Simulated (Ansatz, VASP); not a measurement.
## Al31SiO48 (Si_Al) in two plane-wave programs

Aim: how closely do two programs agree when they are given the same cell, functional and k mesh? Of the first pair: The structure shown is the start of the Ansatz relaxation below; VASP solves that cell, so the two are compared at the walk's first step.

Program: Ansatz 0.2.0. Level of theory: plane waves, with VASP 6.6.1 beside it; single point at HSE06. Results are calculated unless marked as measured.

## 1. The structure

The cell holds 80 atoms: 31 Al, 1 Si and 48 O. Its edges and angles: a = 10.278 Å, b = 10.278 Å, c = 10.278 Å, α = 55.3°, β = 55.3°, γ = 55.3°. It derives from Al2O3 (Al2O3 (R-3c)). Nearest the centre at fractional (0.426, 0.426, 0.426): Si32 at 0.05 Å, O46 at 1.75 Å, O61 at 1.75 Å, O44 at 1.75 Å, O59 at 1.91 Å, O45 at 1.91 Å, O42 at 1.91 Å, Al1 at 2.71 Å. The cell carries charge +1.

Structure file:

```
Al Si O
1.0
     4.77331    2.75587    8.67525
    -4.77331    2.75587    8.67525
     0.00000   -5.51174    8.67525
Al Si O
31 1 48
Direct
  0.32203 0.32203 0.32215
  0.07415 0.07415 0.07427
  0.17625 0.17625 0.17637
  0.32559 0.32322 0.82382
  0.42743 0.42581 0.92546
  0.07281 0.07546 0.57381
  0.17437 0.17689 0.67742
  0.32321 0.82371 0.32571
  0.42580 0.92535 0.42755
  0.07546 0.57369 0.07293
  0.17689 0.67731 0.17449
  0.32452 0.82453 0.82357
  0.42548 0.92645 0.92707
  0.07200 0.57551 0.57516
  0.17541 0.67994 0.67580
  0.82370 0.32560 0.32333
  0.92534 0.42743 0.42592
  0.57369 0.07282 0.07558
  0.67730 0.17438 0.17701
  0.82345 0.32453 0.82465
  0.92695 0.42548 0.92656
  0.57504 0.07201 0.57563
  0.67568 0.17541 0.68005
  0.82453 0.82346 0.32464
  0.92645 0.92696 0.42559
  0.57551 0.57504 0.07212
  0.67994 0.67568 0.17552
  0.82426 0.82427 0.82438
  0.92656 0.92656 0.92668
  0.57423 0.57423 0.57434
  0.67602 0.67602 0.67614
  0.42412 0.42413 0.42424
  0.22198 0.02817 0.37576
  0.47241 0.12435 0.27903
  0.02817 0.37565 0.22210
  0.37564 0.22199 0.02829
  0.12435 0.27891 0.47253
  0.27891 0.47241 0.12446
  0.22266 0.02865 0.87484
  0.47336 0.12503 0.77741
  0.02871 0.37581 0.72184
  0.37623 0.22885 0.52519
  0.12635 0.27805 0.97121
  0.28807 0.46704 0.61442
  0.22884 0.52508 0.37635
  0.46704 0.61431 0.28818
  0.02864 0.87473 0.22278
  0.37581 0.72172 0.02882
  0.12503 0.77729 0.47348
  0.27805 0.97109 0.12647
  0.22330 0.52738 0.87245
  0.47214 0.62527 0.77811
  0.02717 0.87680 0.72206
  0.37474 0.72191 0.52878
  0.12607 0.77780 0.97164
  0.27868 0.97473 0.62448
  0.72172 0.02871 0.37592
  0.97109 0.12635 0.27816
  0.52508 0.37624 0.22896
  0.87472 0.22267 0.02876
  0.61430 0.28807 0.46716
  0.77729 0.47337 0.12514
  0.72195 0.02718 0.87691
  0.97152 0.12607 0.77791
  0.52866 0.37474 0.72202
  0.87234 0.22331 0.52750
  0.62436 0.27868 0.97484
  0.77799 0.47214 0.62539
  0.72190 0.52867 0.37485
  0.97472 0.62436 0.27879
  0.52738 0.87234 0.22342
  0.87680 0.72195 0.02729
  0.62527 0.77800 0.47226
  0.77779 0.97153 0.12618
  0.72265 0.52824 0.87522
  0.97562 0.62400 0.77690
  0.52823 0.87511 0.72277
  0.87511 0.72266 0.52835
  0.62400 0.77679 0.97574
  0.77678 0.97562 0.62411
```

## 2. Ansatz: relaxation, HSE06

Ansatz runs on its PAW soft_1 files.

The two programs are compared at the cell with which this relaxation starts, whose forces are those of its first step.

input.yaml reads:

```yaml
crystal:
  checkpoint: "../qp1.relax.run"
  host: checkpoint
total_charge: 1
basis:
  ecutwfc: 420
  xc_grid: 2
hamiltonian:
  xc: hse06
  pseudopotentials: { kind: paw, azcp: { folder: soft_1 } }
kpoints:
  mp_grid: { grid: [1, 1, 1] }
scf:
  occupations: { method: fixed }
  max_iter: 60
output:
  forces: true
  charged_corrections:
    epsilon: [3.29, 3.29, 3.26]
    static_epsilon: [9.66, 9.66, 11.75]
    defect_position: [0.426023, 0.426023, 0.426023]
relax:
  f_tol: 0.03
  max_steps: 40
  escape_saddle: false
checkpoint:
  read: "../qp1.relax.run"
  write: "../qp1.hrelax.run"
  compress: false
  write_wavefunctions: true
  write_every: 100000
```

Run with:

```console
> ansatz run input.yaml --threads 8 --pin off --max-ram 18841MiB --backend cpu --events-out ev --progress --plain --runs-dir out
```

Numbers of over 12 decimals in the logs are rounded to 6 here.

What it wrote:

```text
Warning: the atoms were moved onto the symmetric positions of the space group found under crystal.symmetry.tolerance 1.0e-5 (fractional; no operation is sought that the atoms, as they stand in a round, miss by more than twice it, and no atom is moved by as much as it), and the run uses the moved positions. Before a round's move an operation carried an atom to 5.08e-5 Å from where it should land, the largest such dist [...]
[...]
guard bands above this table: 25 of the run's 272 bands. The solve was not asked for them (output.publish_guard_bands: true or output.eigenvalues: true publishes all)
--- Relaxed structure (3 steps of the walk, 3 accepted, 0 SCFs on fresh bases) ---
  F+E_penalty+E_count = -44674.94652251 eV   max|allowed force component| = 1.951e-2 eV/Å
  atoms:
    - { symbol: Al, position: [0.322095, 0.322100, 0.322213] }
    - { symbol: Si, position: [0.424019, 0.424023, 0.424137] }
    - { symbol: Al, position: [0.074221, 0.074226, 0.074339] }
    - { symbol: Al, position: [0.176179, 0.176184, 0.176297] }
    - { symbol: O, position: [0.221757, 0.028342, 0.375799] }
    - { symbol: O, position: [0.472140, 0.124442, 0.279188] }
    - { symbol: O, position: [0.028337, 0.375686, 0.221875] }
    - { symbol: O, position: [0.375682, 0.221761, 0.028455] }
    - { symbol: O, position: [0.124437, 0.279075, 0.472258] }
    - { symbol: O, position: [0.279071, 0.472144, 0.124555] }
    - { symbol: Al, position: [0.325770, 0.323211, 0.823812] }
    - { symbol: Al, position: [0.427402, 0.425704, 0.925415] }
    - { symbol: Al, position: [0.072825, 0.075571, 0.573874] }
    - { symbol: Al, position: [0.174302, 0.176852, 0.677354] }
    - { symbol: O, position: [0.222496, 0.028843, 0.874836] }
    - { symbol: O, position: [0.473287, 0.124959, 0.777618] }
    - { symbol: O, position: [0.028889, 0.375826, 0.721623] }
    - { symbol: O, position: [0.376311, 0.229009, 0.525194] }
    - { symbol: O, position: [0.126400, 0.278244, 0.970964] }
    - { symbol: O, position: [0.288604, 0.466559, 0.614003] }
    - { symbol: Al, position: [0.323206, 0.823699, 0.325887] }
    - { symbol: Al, position: [0.425700, 0.925302, 0.427520] }
    - { symbol: Al, position: [0.075567, 0.573760, 0.072943] }
    - { symbol: Al, position: [0.176848, 0.677240, 0.174420] }
    - { symbol: O, position: [0.229005, 0.525081, 0.376429] }
    - { symbol: O, position: [0.466554, 0.613890, 0.288722] }
    - { symbol: O, position: [0.028839, 0.874723, 0.222613] }
    - { symbol: O, position: [0.375822, 0.721510, 0.029007] }
    - { symbol: O, position: [0.124955, 0.777505, 0.473405] }
    - { symbol: O, position: [0.278239, 0.970850, 0.126517] }
    - { symbol: Al, position: [0.324610, 0.824605, 0.823624] }
    - { symbol: Al, position: [0.425412, 0.926337, 0.927049] }
    - { symbol: Al, position: [0.072137, 0.575555, 0.575203] }
    - { symbol: Al, position: [0.175260, 0.680018, 0.675728] }
    - { symbol: O, position: [0.223175, 0.527557, 0.872337] }
    - { symbol: O, position: [0.471989, 0.625256, 0.778278] }
    - { symbol: O, position: [0.027334, 0.876839, 0.721889] }
    - { symbol: O, position: [0.374651, 0.721777, 0.529006] }
    - { symbol: O, position: [0.126091, 0.777976, 0.971480] }
    - { symbol: O, position: [0.278809, 0.974541, 0.624526] }
    - { symbol: Al, position: [0.823695, 0.325774, 0.323324] }
    - { symbol: Al, position: [0.925298, 0.427406, 0.425817] }
    - { symbol: Al, position: [0.573756, 0.072830, 0.075684] }
    - { symbol: Al, position: [0.677236, 0.174306, 0.176965] }
[...]
- { symbol: Al, position: [0.823506, 0.324614, 0.824719] }
    - { symbol: Al, position: [0.926931, 0.425416, 0.926451] }
    - { symbol: Al, position: [0.575085, 0.072141, 0.575668] }
    - { symbol: Al, position: [0.675611, 0.175265, 0.680131] }
[...]
- { symbol: Al, position: [0.824601, 0.823510, 0.324728] }
    - { symbol: Al, position: [0.926333, 0.926936, 0.425530] }
    - { symbol: Al, position: [0.575550, 0.575089, 0.072254] }
    - { symbol: Al, position: [0.680013, 0.675615, 0.175378] }
[...]
- { symbol: O, position: [0.625251, 0.778164, 0.472106] }
    - { symbol: O, position: [0.777972, 0.971366, 0.126209] }
    - { symbol: Al, position: [0.824352, 0.824356, 0.824470] }
    - { symbol: Al, position: [0.926510, 0.926515, 0.926628] }
    - { symbol: Al, position: [0.574283, 0.574287, 0.574400] }
    - { symbol: Al, position: [0.675963, 0.675967, 0.676081] }
    - { symbol: O, position: [0.722417, 0.528402, 0.875306] }
    - { symbol: O, position: [0.975476, 0.624050, 0.776967] }
    - { symbol: O, position: [0.528397, 0.875193, 0.722535] }
    - { symbol: O, position: [0.875188, 0.722422, 0.528515] }
    - { symbol: O, position: [0.624046, 0.776854, 0.975593] }
    - { symbol: O, position: [0.776849, 0.975480, 0.624164] }
```

## 3. VASP: single point, HSE06, start cell, pair 1

The same cell, functional and mesh now go to VASP, with its own data sets.

Lines of VASP's logs that name or quote its potential files are left out, and so is its time.

The run reads the wave functions of an earlier VASP run, which isn't shown here.

INCAR reads:

```
SYSTEM = Al31SiO48
PREC = Accurate
ENCUT = 520
EDIFF = 1E-06
NELM = 100
ISMEAR = 0
SIGMA = 0.01
LREAL = Auto
ALGO = Normal
LHFCALC = .TRUE.
AEXX = 0.25
GGA = PE
HFSCREEN = 0.208
LASPH = .TRUE.
NELECT = 384
NBANDS = 248
PRECFOCK = Fast
LORBIT = 11
LWAVE = .FALSE.
LCHARG = .FALSE.
ISIF = 2
```

POSCAR reads:

```
Al31SiO48
1.0
    4.7733053271      2.7558691155      8.6752450701
   -4.7733053271      2.7558691155      8.6752450701
    0.0000000000     -5.5117382311      8.6752450701
Al Si O
31 1 48
Direct
    0.3220272577      0.3220316572      0.3221450289
    0.0741488424      0.0741532419      0.0742666137
    0.1762475912      0.1762519906      0.1763653624
    0.3255915455      0.3232175092      0.8238226573
    0.4274286021      0.4258079222      0.9254608930
    0.0728107415      0.0754646677      0.5738062092
    0.1743728151      0.1768922432      0.6774219618
    0.3232132504      0.8237092037      0.3257092579
    0.4258036462      0.9253474291      0.4275463420
    0.0754603840      0.5736927067      0.0729285276
    0.1768878371      0.6773085804      0.1744906026
    0.3245235474      0.8245340928      0.8235723963
    0.4254768015      0.9264516682      0.9270703183
    0.0720040520      0.5755128023      0.5751578845
    0.1754064201      0.6799404557      0.6757953447
    0.8237049549      0.3255958173      0.3233309399
    0.9253431030      0.4274329889      0.4259213253
    0.5736884269      0.0728151669      0.0755780245
    0.6773041973      0.1743772241      0.1770055987
    0.8234546452      0.3245278352      0.8246475562
    0.9269525967      0.4254812187      0.9265649725
    0.5750401214      0.0720083991      0.5756262183
    0.6756775450      0.1754107830      0.6800538924
    0.8245297780      0.8234590315      0.3246412271
    0.9264472795      0.9269569892      0.4255945193
    0.5755084993      0.5750444603      0.0721217791
    0.6799361894      0.6756819047      0.1755241264
    0.8242643662      0.8242687657      0.8243821375
    0.9265590364      0.9265634359      0.9266768077
    0.5742264346      0.5742308341      0.5743442059
    0.6760187559      0.6760231554      0.6761365272
    0.4241235473      0.4241279468      0.4242413186
    0.2219831066      0.0281737991      0.3757588992
    0.4724098081      0.1243505732      0.2790264050
    0.0281695171      0.3756455083      0.2221007794
    0.3756411152      0.2219874204      0.0282872693
    0.1243463031      0.2789129921      0.4725274910
    0.2789086091      0.4724141439      0.1244640333
    0.2226609387      0.0286475797      0.8748391491
    0.4733613121      0.1250301483      0.7774074829
    0.0287063398      0.3758100523      0.7218365722
    0.3762340082      0.2288472496      0.5251947080
    0.1263477209      0.2780514043      0.9712052414
    0.2880656140      0.4670422228      0.6144191223
    0.2288428904      0.5250814302      0.3763516451
    0.4670378018      0.6143057748      0.2881833824
    0.0286432592      0.8747257373      0.2227786709
    0.3758058308      0.7217231536      0.0288239798
    0.1250257739      0.7772941260      0.4734790433
    0.2780471097      0.9710918184      0.1264654386
    0.2233011096      0.5273838993      0.8724539210
    0.4721392715      0.6252729912      0.7781096238
    0.0271749031      0.8767995807      0.7220633844
    0.3747368915      0.7219082720      0.5287799266
    0.1260659757      0.7777984309      0.9716415726
    0.2786758030      0.9747261857      0.6244781021
    0.7217188325      0.0287105765      0.3759235553
    0.9710874701      0.1263520669      0.2781648296
    0.5250770616      0.3762382694      0.2289606348
    0.8747214036      0.2226652734      0.0287609905
    0.6143013725      0.2880699891      0.4671555974
    0.7772898517      0.4733656524      0.1251434392
    0.7219456671      0.0271793002      0.8769129009
    0.9715238902      0.1260703264      0.7779117627
    0.5286622089      0.3747411941      0.7220216872
    0.8723362635      0.2233055002      0.5274971663
    0.6243603485      0.2786801778      0.9748395645
    0.7779918811      0.4721436481      0.6253863574
    0.7219040285      0.5286664422      0.3748546194
    0.9747218734      0.6243646502      0.2787935673
    0.5273794466      0.8723406186      0.2234188647
    0.8767951878      0.7219500754      0.0272926050
    0.6252686680      0.7779961702      0.4722570484
    0.7777941078      0.9715282054      0.1261836660
    0.7226518550      0.5282389825      0.8752227018
    0.9756185523      0.6240003580      0.7769016183
    0.5282346415      0.8751093722      0.7227695255
    0.8751050372      0.7226561679      0.5283523341
    0.6239960002      0.7767882375      0.9757362909
    0.7767839101      0.9756228561      0.6241137624
```

KPOINTS reads:

```
Automatic mesh
0
Gamma
1 1 1
0 0 0
```

The projector-augmented-wave data sets are Al, Si and O (PBE family, release 64).

Run with:

```console
> export OMP_NUM_THREADS=3
> mpirun -np 1 vasp_gam
```

What it wrote:

```text
[banner, memory and clock lines left out]
running    1 mpi-ranks, on    1 nodes
[...]
Offloading initialized ...    1 GPUs detected
[...]
LDA part: xc-table for (Slater+PW92), standard interpolation
 found WAVECAR, reading the header
 POSCAR, INCAR and KPOINTS ok, starting setup
[...]
reading WAVECAR
 the WAVECAR file was read successfully
 initial charge from wavefunction
 entering main loop
       N       E                     dE             d eps       ncg     rms          rms(c)
DAV:   1    -0.731248965086E+03   -0.73125E+03   -0.17016E+01   584   0.869E+00    0.361E+01
DAV:   2    -0.731385989062E+03   -0.13702E+00   -0.61865E-01   640   0.167E+00    0.289E+01
DAV:   3    -0.731357060175E+03    0.28929E-01   -0.28940E-02   576   0.339E-01    0.187E+01
DAV:   4    -0.731348260025E+03    0.88001E-02   -0.56420E-03   584   0.156E-01    0.113E+01
[...]
DAV:  10    -0.731343760510E+03    0.86910E-05   -0.48830E-06   512   0.570E-03    0.438E-01
DAV:  11    -0.731343758681E+03    0.18286E-05   -0.17313E-06   384   0.373E-03    0.256E-01
DAV:  12    -0.731343758805E+03   -0.12403E-06   -0.82036E-07   352   0.261E-03
   1 F= -.73134376E+03 E0= -.73134376E+03  d E =-.327852E-18
```

From OUTCAR (step 3):

```text
  FREE ENERGIE OF THE ION-ELECTRON SYSTEM (eV)
  ---------------------------------------------------
  free  energy   TOTEN  =      -731.3437588051 eV

  energy  without entropy=     -731.3437588051  energy(sigma->0) =     -731.34375881
```

The cell is charged against a uniform background.

The run ends at a pressure of -6.74 GPa, with forces up to 0.17 eV/Å.

## 4. Side by side

Known differences besides the potentials themselves: exact exchange at q = 0 is treated differently, which shows on coarse meshes; VASP keeps PBE cores, Ansatz makes them for the functional; fixed occupations in Ansatz, narrow Gaussian smearing in VASP; the cutoff is 420 eV in Ansatz and 520 eV in VASP (PREC = Accurate, projectors in real space); VASP takes a coarser grid for exact exchange (PRECFOCK = Fast). Total energies have different zeros and are not compared.

Forces on 10 of the 80 atoms, those with the largest forces and the largest differences (eV/Å; atoms numbered as in POSCAR):

| atom | Ansatz x, y, z | VASP x, y, z |
| --- | --- | --- |
| Al1 | 0.000, 0.000, 0.007 | 0.000, 0.000, -0.024 |
| Al30 | 0.000, 0.000, 0.029 | 0.000, 0.000, 0.002 |
| Al31 | 0.000, 0.000, -0.028 | 0.000, 0.000, 0.002 |
| O34 | -0.038, -0.027, 0.004 | -0.045, -0.036, 0.006 |
| O42 | -0.010, 0.045, 0.070 | -0.006, 0.038, 0.072 |
| O44 | 0.107, 0.096, -0.087 | 0.114, 0.091, -0.080 |
| O45 | 0.044, -0.014, 0.070 | 0.036, -0.014, 0.072 |
| O46 | 0.029, -0.141, -0.087 | 0.022, -0.144, -0.080 |
| O59 | -0.034, -0.031, 0.070 | -0.030, -0.024, 0.072 |
| O61 | -0.136, 0.045, -0.087 | -0.136, 0.053, -0.080 |

The forces differ by 11 meV/Å r.m.s., which is 36.4 % of the r.m.s. force of 0.030 eV/Å (both taken over all components). The cell carries a charge of +1 e against a uniform background, so its pressure also hangs on how the neutralising background is counted, and in a defect's cell a gap may be the spacing between its levels.

## 5. Ansatz: relaxation, HSE06

This run makes the geometry at which the two programs are then compared.

The structure compared here is the end of the Ansatz relaxation.

input.yaml is that of step 2.

Run with:

```console
> ansatz run input.yaml --threads 8 --pin off --max-ram 18841MiB --backend cpu --events-out ev --progress --plain --runs-dir out
```

What it wrote:

```text
[...]
--- Relaxed structure (3 steps of the walk, 3 accepted, 0 SCFs on fresh bases) ---
  F+E_penalty+E_count = -44674.94652251 eV   max|allowed force component| = 1.951e-2 eV/Å
  atoms:
    - { symbol: Al, position: [0.322095, 0.322100, 0.322213] }
    - { symbol: Si, position: [0.424019, 0.424023, 0.424137] }
    - { symbol: Al, position: [0.074221, 0.074226, 0.074339] }
    - { symbol: Al, position: [0.176179, 0.176184, 0.176297] }
    - { symbol: O, position: [0.221757, 0.028342, 0.375799] }
[...]
- { symbol: O, position: [0.473287, 0.124959, 0.777618] }
[...]
- { symbol: Al, position: [0.323206, 0.823699, 0.325887] }
[...]
- { symbol: Al, position: [0.824352, 0.824356, 0.824470] }
    - { symbol: Al, position: [0.926510, 0.926515, 0.926628] }
    - { symbol: Al, position: [0.574283, 0.574287, 0.574400] }
    - { symbol: Al, position: [0.675963, 0.675967, 0.676081] }
[...]
- { symbol: O, position: [0.528397, 0.875193, 0.722535] }
    - { symbol: O, position: [0.875188, 0.722422, 0.528515] }
    - { symbol: O, position: [0.624046, 0.776854, 0.975593] }
    - { symbol: O, position: [0.776849, 0.975480, 0.624164] }
```

[end of part 1 of 2]

[Lines on the potential files, build, host, timing and source positions are cut from VASP's logs without a mark.]

[Logs are printed without paths, hosts, clocks, repeated set-up lines and the standing remarks that a program may print on its own settings, such as how far it seeks lower states.]

[Hosts, paths, dates, database ids (printed as entryN), source tags and the programs' standing remarks are cut or masked in the printed files.]
